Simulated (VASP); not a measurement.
Set up this calculation in VASP 6.6.1, as the native input.

```
Task                   : relaxation of cell and atoms
Functional             : LDA
Potentials or basis    : VASP PAW LDA potentials, release 64 (Fe)
Cutoff                 : 520 eV
k mesh                 : 20 × 20 × 20
Occupations            : gaussian, width 0.1 eV
Spin                   : collinear spin, ferromagnetic start
Starting moments       : [2.5] μB
Further INCAR settings : ALGO = Normal; EDIFF = 1e-07; IBRION = 2; EDIFFG = -0.002; NSW = 80; ISIF = 3
```

The structure of Fe lies in POSCAR:

```
Fe                                      
1.0
   -1.3740025296      1.3740025296      1.3740025296
    1.3740025296     -1.3740025296      1.3740025296
    1.3740025296      1.3740025296     -1.3740025296
  Fe            
     1
Direct
     0.0000000000000000    0.0000000000000000    0.0000000000000000
```

One way to write it, as run:

INCAR

```
SYSTEM = Fe
PREC = Accurate
ENCUT = 520
EDIFF = 1E-7
ISMEAR = 0
SIGMA = 0.1
LREAL = .False.
LASPH = .True.
NELM = 120
ALGO = Normal
ISIF = 3
LWAVE = .False.
LCHARG = .False.
ISPIN = 2
MAGMOM = 2.5
LORBIT = 11
LMAXMIX = 4
GGA = CA
IBRION = 2
NSW = 80
EDIFFG = -0.002
```

KPOINTS

```
regular mesh
0
Gamma
  20 20 20
  0 0 0
```

Potentials or basis: VASP PAW LDA potentials, release 64 (Fe).

Run with:

```sh
$ cat potpaw_LDA.64/Fe/POTCAR > POTCAR
$ mpirun -np 1 vasp_std > vasp.out
```

Results of the run:

```yaml
Relaxed_volume: 10.38 Å³/atom
Relaxed_cell: a = 2.380 Å, b = 2.380 Å, c = 2.380 Å, α = 109.47°, β = 109.47°, γ = 109.47°
Space_group_after_relaxing_to_0.05_Å: Im-3m (No. 229)
Energy_gained_by_relaxing: 0.0 meV/atom
Ionic_steps: 3
Pressure_after_relaxing: 0.0 GPa
Band_gap_on_the_k_mesh: none (metal or under the smearing width)
Net_moment: 1.97 μB per cell
Site_moments: Fe +1.94 μB
Valence_electrons_inside_the_program's_atomic_spheres: Fe 7.48
```

Run time: 62 s on 1 thread of Intel(R) Xeon(R) Platinum 8259CL CPU @ 2.50GHz (Skylake/Cascade Lake) (shared host), peak memory 0.16 GiB.
